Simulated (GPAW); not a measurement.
# Pm (Fm-3m) in GPAW: convergence with k mesh

Aim: find how far k mesh must go before the results for Pm settle, at PBE. This setting moves, with any that are tied to it; all else stays.

Program: GPAW 26.7.0. These are calculated values, not measurements. Logs are shortened: lines on timing, memory, paths and dates and some standing lists are left out, and cuts for length are marked. The log counts tension as positive stress, the text compression.

## Step 1: The structure

The structure is cubic, space group Fm-3m (No. 225). Conventional cell: a = 5.168 Å, b = 5.168 Å, c = 5.168 Å, α = 90.00°, β = 90.00°, γ = 90.00°. Around Pm (site symmetry m-3m) lie 12 Pm at 3.65 Å.

This isn't the form of Pm at room conditions, which is double hcp.

## Step 2: With k mesh 2 × 2 × 2

run.py

```python
from ase.dft.bandgap import bandgap
from ase.io import read, write
from ase.units import GPa
from gpaw import GPAW, PW

atoms = read('POSCAR')
atoms.set_initial_magnetic_moments([4.0])

calc = GPAW(mode=PW(800),
            xc='PBE',
            kpts={'size': (2, 2, 2), 'gamma': True},
            occupations={'name': 'fermi-dirac', 'width': 0.05},
            nbands=19,
            convergence={'density': 1e-05, 'energy': 1e-05},
            maxiter=100,
            txt='gpaw.txt')
atoms.calc = calc
energy = atoms.get_potential_energy()
forces = atoms.get_forces()
stress = atoms.get_stress()
calc.write('gs.gpw')
write('result.traj', atoms)
print(f'Energy: {energy:.6f} eV')
print('Forces (eV/A):')
print(forces.round(4))
print('Stress (GPa):', (stress / GPa).round(3))
print('Moments:', calc.get_magnetic_moments().round(3))
print('Fermi level:', round(calc.get_fermi_level(), 4), 'eV')
print(f'Gap: {bandgap(calc)[0]:.4f} eV, direct: {bandgap(calc, direct=True)[0]:.4f} eV')
```

POSCAR

```
Pm
1.0
    0.0000000000      2.5841748100      2.5841748100
    2.5841748100      0.0000000000      2.5841748100
    2.5841748100      2.5841748100      0.0000000000
Pm
1
Direct
    0.0000000000      0.0000000000      0.0000000000
```

Potentials or basis: GPAW PAW data sets (gpaw-data 1.2.1), pw.

Started as:

```sh
> OMP_NUM_THREADS=1 python run.py
```

Wall time 17 s (1 thread of Arm Neoverse V1, shared host); peak memory 0.18 GiB.

What came out:

| Property | Result |
| --- | --- |
| Free energy | -7.8520 eV |
| Pressure | -12.2 GPa |
| Band gap on the k mesh | none (metal or under the smearing width) |
| Net moment | 4.81 μB per cell |
| Site moments | Pm +4.38 μB |

## Step 3: With k mesh 3 × 3 × 3

run.py: that of step 2 with these lines changed.

```diff
@@ -10,3 +10,3 @@
             xc='PBE',
-            kpts={'size': (2, 2, 2), 'gamma': True},
+            kpts={'size': (3, 3, 3), 'gamma': True},
             occupations={'name': 'fermi-dirac', 'width': 0.05},
```

POSCAR is that of step 2.

Potentials or basis: GPAW PAW data sets (gpaw-data 1.2.1), pw.

Started as:

```sh
> OMP_NUM_THREADS=1 python run.py
```

Wall time 21 s (1 thread of Arm Neoverse V1, shared host); peak memory 0.18 GiB.

What came out:

- Free energy: -6.5001 eV
- Pressure: 1.6 GPa
- Band gap on the k mesh: none (metal or under the smearing width)
- Net moment: 5.87 μB per cell
- Site moments: Pm +4.66 μB

## Step 4: With k mesh 4 × 4 × 4

run.py: that of step 3 with these lines changed.

```diff
@@ -10,3 +10,3 @@
             xc='PBE',
-            kpts={'size': (3, 3, 3), 'gamma': True},
+            kpts={'size': (4, 4, 4), 'gamma': True},
             occupations={'name': 'fermi-dirac', 'width': 0.05},
```

POSCAR is that of step 3.

Started as:

```sh
> OMP_NUM_THREADS=1 python run.py
```

It took 28 s on 1 thread of Arm Neoverse V1, shared host; peak memory 0.18 GiB.

What came out:

```yaml
Free_energy: -6.4333 eV
Pressure: 0.0 GPa
Band_gap_on_the_k_mesh: none (metal or under the smearing width)
Net_moment: 5.34 μB per cell
Site_moments: Pm +4.52 μB
```

## Step 5: With k mesh 5 × 5 × 5

run.py: that of step 4 with these lines changed.

```diff
@@ -10,3 +10,3 @@
             xc='PBE',
-            kpts={'size': (4, 4, 4), 'gamma': True},
+            kpts={'size': (5, 5, 5), 'gamma': True},
             occupations={'name': 'fermi-dirac', 'width': 0.05},
```

POSCAR is that of step 4.

Started as:

```sh
> OMP_NUM_THREADS=1 python run.py
```

Run time: 36 s. Hardware: 1 thread of Arm Neoverse V1, shared host; peak memory 0.18 GiB.

The run converged. Its results:

```
Free energy            : -6.4599 eV
Pressure               : 1.4 GPa
Band gap on the k mesh : none (metal or under the smearing width)
Net moment             : 5.42 μB per cell
Site moments           : Pm +4.55 μB
```

## Step 6: With k mesh 6 × 6 × 6

run.py: that of step 5 with these lines changed.

```diff
@@ -10,3 +10,3 @@
             xc='PBE',
-            kpts={'size': (5, 5, 5), 'gamma': True},
+            kpts={'size': (6, 6, 6), 'gamma': True},
             occupations={'name': 'fermi-dirac', 'width': 0.05},
```

POSCAR is that of step 5.

Potentials or basis: GPAW PAW data sets (gpaw-data 1.2.1), pw.

Started as:

```sh
> OMP_NUM_THREADS=1 python run.py
```

Wall time 40 s (1 thread of Arm Neoverse V1, shared host); peak memory 0.19 GiB.

Results (log left out):

| Property | Result |
| --- | --- |
| Free energy | -6.4726 eV |
| Pressure | 1.5 GPa |
| Band gap on the k mesh | none (metal or under the smearing width) |
| Net moment | 5.34 μB per cell |
| Site moments | Pm +4.53 μB |

## Step 7: With k mesh 7 × 7 × 7

run.py: that of step 6 with these lines changed.

```diff
@@ -10,3 +10,3 @@
             xc='PBE',
-            kpts={'size': (6, 6, 6), 'gamma': True},
+            kpts={'size': (7, 7, 7), 'gamma': True},
             occupations={'name': 'fermi-dirac', 'width': 0.05},
```

POSCAR is that of step 6.

Started as:

```sh
> OMP_NUM_THREADS=1 python run.py
```

Wall time 48 s (1 thread of Arm Neoverse V1, shared host); peak memory 0.2 GiB.

The run converged. Its results:

| Quantity | Value |
| --- | --- |
| Free energy | -6.4785 eV |
| Pressure | 1.1 GPa |
| Band gap on the k mesh | none (metal or under the smearing width) |
| Net moment | 5.40 μB per cell |
| Site moments | Pm +4.54 μB |

## Step 8: With k mesh 8 × 8 × 8

run.py: that of step 7 with these lines changed.

```diff
@@ -10,3 +10,3 @@
             xc='PBE',
-            kpts={'size': (7, 7, 7), 'gamma': True},
+            kpts={'size': (8, 8, 8), 'gamma': True},
             occupations={'name': 'fermi-dirac', 'width': 0.05},
```

POSCAR is that of step 7.

Started as:

```sh
> OMP_NUM_THREADS=1 python run.py
```

It took 62 s on 1 thread of Arm Neoverse V1, shared host; peak memory 0.21 GiB.

The run converged. Its results:

```
Free energy            : -6.4713 eV
Pressure               : 1.1 GPa
Band gap on the k mesh : none (metal or under the smearing width)
Net moment             : 5.37 μB per cell
Site moments           : Pm +4.53 μB
```

## Step 9: With k mesh 10 × 10 × 10

run.py: that of step 8 with these lines changed.

```diff
@@ -10,3 +10,3 @@
             xc='PBE',
-            kpts={'size': (8, 8, 8), 'gamma': True},
+            kpts={'size': (10, 10, 10), 'gamma': True},
             occupations={'name': 'fermi-dirac', 'width': 0.05},
```

POSCAR is that of step 8.

Potentials or basis: GPAW PAW data sets (gpaw-data 1.2.1), pw.

Started as:

```sh
> OMP_NUM_THREADS=1 python run.py
```

Wall time 1.8 min (1 thread of Arm Neoverse V1, shared host); peak memory 0.24 GiB.

The run converged. Its results:

* Free energy: -6.4706 eV
* Pressure: 1.2 GPa
* Band gap on the k mesh: none (metal or under the smearing width)
* Net moment: 5.39 μB per cell
* Site moments: Pm +4.54 μB

## Step 10: With k mesh 12 × 12 × 12

run.py: that of step 9 with these lines changed.

```diff
@@ -10,3 +10,3 @@
             xc='PBE',
-            kpts={'size': (10, 10, 10), 'gamma': True},
+            kpts={'size': (12, 12, 12), 'gamma': True},
             occupations={'name': 'fermi-dirac', 'width': 0.05},
```

POSCAR is that of step 9.

Potentials or basis: GPAW PAW data sets (gpaw-data 1.2.1), pw.

Started as:

```sh
> OMP_NUM_THREADS=1 python run.py
```

gpaw.txt:

```text
__  _  _
 | _ |_)|_||  |
 |__||  | ||/\| - 26.7.0

Input parameters:
  mode=PW(ecut=800.0),
  convergence={'density': 1e-05, 'energy': 1e-05},
  kpts=MonkhorstPack(size=(12, 12, 12), gamma=True),
  maxiter=100,
  nbands=19,
  occupations=Occupations(name='fermi-dirac', width=0.05),
  xc=XC(name='PBE')

Diagonalizing LCAO Hamiltonian
Converting LCAO to pw mode

       Pm

Atoms  # Å, Bohr magnetons
|   | symbol |        x |        y |        z |    initial magnetic moments |
|---|--------|----------|----------|----------|-----------------------------|
| 0 |     Pm | 0.000000 | 0.000000 | 0.000000 | ( 0.0000,  0.0000,  4.0000) |

Unit cell  # Å
| periodic |        x |        y |        z |  lengths |    angles |
|----------|----------|----------|----------|----------|-----------|
|      yes | 0.000000 | 2.584175 | 2.584175 | 3.654575 | 60.000000 |
|      yes | 2.584175 | 0.000000 | 2.584175 | 3.654575 | 60.000000 |
|      yes | 2.584175 | 2.584175 | 0.000000 | 3.654575 | 60.000000 |

Number of symmetries: 48
Symmetry operations  # r_c * U_cc + t_c -> r_c
|    | kind |            matrix            |
|----|------|------------------------------|
|  0 |  σ   |  1, 0, 0,  1, 0,-1,  1,-1, 0 |
|  1 |  C2  |  1, 0, 0,  1,-1, 0,  1, 0,-1 |
|  2 |  E   |  1, 0, 0,  0, 1, 0,  0, 0, 1 |
|  3 |  σ   |  1, 0, 0,  0, 0, 1,  0, 1, 0 |
|  4 |  C4  |  1, 0,-1,  1, 0, 0,  1,-1, 0 |
|  5 |  S6  |  1, 0,-1,  1,-1, 0,  1, 0, 0 |
|  6 |  σ   |  1, 0,-1,  0, 1,-1,  0, 0,-1 |
|  7 |  C3  |  1, 0,-1,  0, 0,-1,  0, 1,-1 |
|  8 |  S6  |  1,-1, 0,  1, 0, 0,  1, 0,-1 |
|  9 |  C4  |  1,-1, 0,  1, 0,-1,  1, 0, 0 |
| 10 |  C3  |  1,-1, 0,  0,-1, 1,  0,-1, 0 |
| 11 |  σ   |  1,-1, 0,  0,-1, 0,  0,-1, 1 |
| 12 |  σ   |  0, 1, 0,  1, 0, 0,  0, 0, 1 |
| 13 |  C4  |  0, 1, 0,  0, 1,-1, -1, 1, 0 |
| 14 |  C3  |  0, 1, 0,  0, 0, 1,  1, 0, 0 |
| 15 |  S6  |  0, 1, 0, -1, 1, 0,  0, 1,-1 |
| 16 |  C2  |  0, 1,-1,  1, 0,-1,  0, 0,-1 |
| 17 |  σ   |  0, 1,-1,  0, 1, 0, -1, 1, 0 |
[... 152 lines left out ...]
|iter:  10| |   -6.409278 | -3.93 | -2.60 |  +5.4086|
|iter:  11| |   -6.409208 | -6.08 | -2.77 |  +5.4113|
|iter:  12| |   -6.409243c| -6.73 | -3.51 |  +5.4095|
|iter:  13| |   -6.409239c| -7.51c| -3.65 |  +5.4112|
|iter:  14| |   -6.409244c| -8.38c| -4.22 |  +5.4112|
|iter:  15| |   -6.409244c| -8.67c| -4.92 |  +5.4112|
|iter:  16| |   -6.409244c| -8.26c| -5.01c|  +5.4113|

Converged in 16 steps
Energy contributions relative to reference atoms: (reference = -272672.388861)

Energy contributions:
  Kinetic:         -23.482253
  Coulomb:          21.480470
  Zero:              0.955734
  External:          0.000000
  Xc:               -5.299907
  Entropy:          -0.126577
  Spinorbit:         0.000000
  ----------------------------
  Free energy:      -6.472532
  Extrapolated:     -6.409244

dipole moment: (-30.622784, -30.622784, -30.622784)  # |e|*Ang

Total magnetic moment: (0.000000, 0.000000, 5.411310)

Local magnetic moments
|        x |        y |        z |
|----------|----------|----------|
| 0.000000 | 0.000000 | 4.544922 |  # Pm   0

Fermi level: 8.916
Eigenvalues  # (at kpt = [-0.000, -0.000, -0.000])
| band index |      eig [eV] | occ [0-1] |      eig [eV] | occ [0-1] |
|------------|---------------|-----------|---------------|-----------|
|          0 |       -29.762 |     1.000 |       -27.526 |     1.000 |
|          1 |        -9.668 |     1.000 |        -7.865 |     1.000 |
|          2 |        -9.668 |     1.000 |        -7.865 |     1.000 |
|          3 |        -9.668 |     1.000 |        -7.865 |     1.000 |
|          4 |         4.588 |     1.000 |         5.712 |     1.000 |
|          5 |         8.468 |     1.000 |        11.470 |     0.000 |
|          6 |         8.736 |     0.973 |        11.760 |     0.000 |
|          7 |         8.736 |     0.973 |        11.760 |     0.000 |
|          8 |         8.736 |     0.973 |        11.760 |     0.000 |
|          9 |         9.051 |     0.063 |        11.774 |     0.000 |
|         10 |         9.051 |     0.063 |        11.774 |     0.000 |
|         11 |         9.051 |     0.063 |        11.774 |     0.000 |
|         12 |        10.604 |     0.000 |        12.273 |     0.000 |
|         13 |        10.604 |     0.000 |        12.273 |     0.000 |
|         14 |        10.604 |     0.000 |        12.273 |     0.000 |
|        ... |               |           |               |           |
|         18 |        21.313 |     0.000 |        22.313 |     0.000 |

No gap
No difference between direct/indirect transitions

Forces  # eV/Ang
|        x |       y |       z |
|----------|---------|---------|
| -0.00000 | 0.00000 | 0.00000 |  # Pm   0

Stress tensor  # eV/Ang^3
|         x |         y |         z |
|-----------|-----------|-----------|
| -0.007463 | -0.000000 | -0.000000 |
| -0.000000 | -0.007463 |  0.000000 |
| -0.000000 |  0.000000 | -0.007463 |

# Writing to gs.gpw (mode='')
```

stdout:

```text
Energy: -6.409244 eV
Forces (eV/A):
[[-0.  0.  0.]]
Stress (GPa): [-1.196 -1.196 -1.196  0.    -0.    -0.   ]
Moments: [4.545]
Fermi level: 8.9158 eV
Gap: 0.0000 eV, direct: 0.0000 eV
```

It took 2.5 min on 1 thread of Arm Neoverse V1, shared host; peak memory 0.28 GiB.

What came out:

- Free energy: -6.4725 eV
- Pressure: 1.2 GPa
- Band gap on the k mesh: none (metal or under the smearing width)
- Net moment: 5.41 μB per cell
- Site moments: Pm +4.54 μB

## Step 11: The series at a glance

```tsv
k mesh	energy less the tightest run, at zero smearing (meV/atom)	pressure (GPa)	largest site moment (μB)	SCF cycles	CPU time (s)	peak memory (GiB)
2 × 2 × 2	-1369.85	-12.16	4.38	20	17	0.18
3 × 3 × 3	-31.79	1.62	4.66	22	21	0.18
4 × 4 × 4	41.05	-0.01	4.52	19	28	0.18
5 × 5 × 5	17.00	1.42	4.55	21	36	0.18
6 × 6 × 6	0.47	1.48	4.53	16	40	0.19
7 × 7 × 7	-6.42	1.05	4.54	16	48	0.2
8 × 8 × 8	1.40	1.07	4.53	16	62	0.21
10 × 10 × 10	2.75	1.23	4.54	17	110	0.24
12 × 12 × 12	0.00	1.20	4.54	16	150	0.28
```

Against the tightest run, the pressure stays within 0.1 GPa from 10 × 10 × 10 on; the largest site moment stays within 0.02 μB from 5 × 5 × 5 on. Not settled before the last step: the energy (to 1 meV/atom). Meshes of other sizes hit other points, so gaps and Fermi surfaces needn't settle smoothly. The tightest run that finished is the yardstick and may itself not be fully converged.

Caveats: one-centre terms of the f shell are cut off; the magnetic or orbital state may not be the lowest; spin-orbit coupling is left out, which moves the levels of the heavy elements.
